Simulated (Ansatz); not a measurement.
# HfO₂: how the phase sets the permittivity

Plane-wave DFT in Ansatz, PBE, scalar-relativistic PAW potentials, cutoff 420 eV, no spin-orbit coupling; no spin polarisation. Each structure of HfO₂ was relaxed within its symmetry; other phases aren't compared here. ε∞ and ε0 (at fixed strain) come from linear response and are means of the diagonal.

| space group | atoms in cell | V (Å³/atom) | gap on mesh (eV) | ε∞ | lowest optical mode at Γ (cm⁻¹) |
| --- | --- | --- | --- | --- | --- |
| P2_1/c | 12 | 11.83 | 4.04 | 4.85 | 107 |
| Fm-3m | 3 | 11.04 | 3.75 | 5.30 | 216 |

Q: Order them by energy. Which have a polar axis, which are stable at Γ, and what static permittivity does each have?

A: P2_1/c 0 meV/atom, no unique polar axis, stable at Γ, ε0 = 19.3; Fm-3m 90 meV/atom, no unique polar axis, stable at Γ, ε0 = 41.4. ε0 spans 19.3 to 41.4 while ε∞ spans 4.9 to 5.3: the lattice part is what the phase changes most. Stability at Γ doesn't rule out soft modes elsewhere in the zone; Kohn–Sham gaps are too small and ε∞ as a rule too large. In thin films and nanowires, surface energy, strain and dopants can hold a phase that lies tens of meV per atom above the lowest. Meshes differ between cells, which leaves about 2 meV/atom open.

Cost: about 69 core-minutes for the runs cited, on Intel Xeon Platinum 8259CL (Skylake/Cascade Lake), Intel Xeon Platinum 8488C (Sapphire Rapids) (shared hosts).